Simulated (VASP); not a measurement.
The system is MgS.

```
Mg S
1.0
     4.05466    0.00000    0.00000
    -2.02733    3.51144    0.00000
     0.00000    0.00000    6.49076
Mg S
2 2
Cartesian
  2.0273 1.1705 3.2260
  0.0000 2.3410 6.4714
  0.0000 2.3410 2.4534
  2.0273 1.1705 5.6988
```

The cell comes from a database or a generator and needn't be the stable form of this composition.

- Program: VASP 6.6.1
- Task: relaxation of cell and atoms
- Functional: PBE
- Dispersion: D3(BJ)
- Potentials or basis: VASP PAW PBE potentials, release 64 (Mg, S)
- Cutoff: 600 eV
- k mesh: 6 × 6 × 4
- Occupations: gaussian, width 0.02 eV
- Spin: no spin polarisation

At the start: pressure -2.2 GPa; volume 23.10 Å³/atom.

Where does the relaxation end?

Over 5 steps the energy falls by 6.3 meV/atom and the volume is 22.22 Å³/atom (-3.8 %); space group P6_3mc (No. 186, to 0.05 Å).

Step by step:
```tsv
step	energy change (eV)	largest force (eV/Å)	pressure (GPa)	volume (Å³)
1	0.0000	0.0028	-2.19	92.41
2	-0.0244	0.0042	0.44	88.25
3	-0.0252	0.0031	-0.01	88.86
4	-0.0252	0.0033	0.04	88.79
5	-0.0252	0.0043	-0.01	88.87
```

Final structure:
```cif
data_structure
_symmetry_space_group_name_H-M 'P 1'
_symmetry_Int_Tables_number 1
_cell_length_a 4.0021
_cell_length_b 4.0021
_cell_length_c 6.4064
_cell_angle_alpha 90.000
_cell_angle_beta 90.000
_cell_angle_gamma 120.000
_cell_volume 88.87
loop_
_atom_site_label
_atom_site_type_symbol
_atom_site_fract_x
_atom_site_fract_y
_atom_site_fract_z
_atom_site_occupancy
Mg1 Mg 0.66667 0.33333 0.49701 1
Mg2 Mg 0.33333 0.66667 0.99701 1
S1 S 0.33333 0.66667 0.37799 1
S2 S 0.66667 0.33333 0.87799 1
```
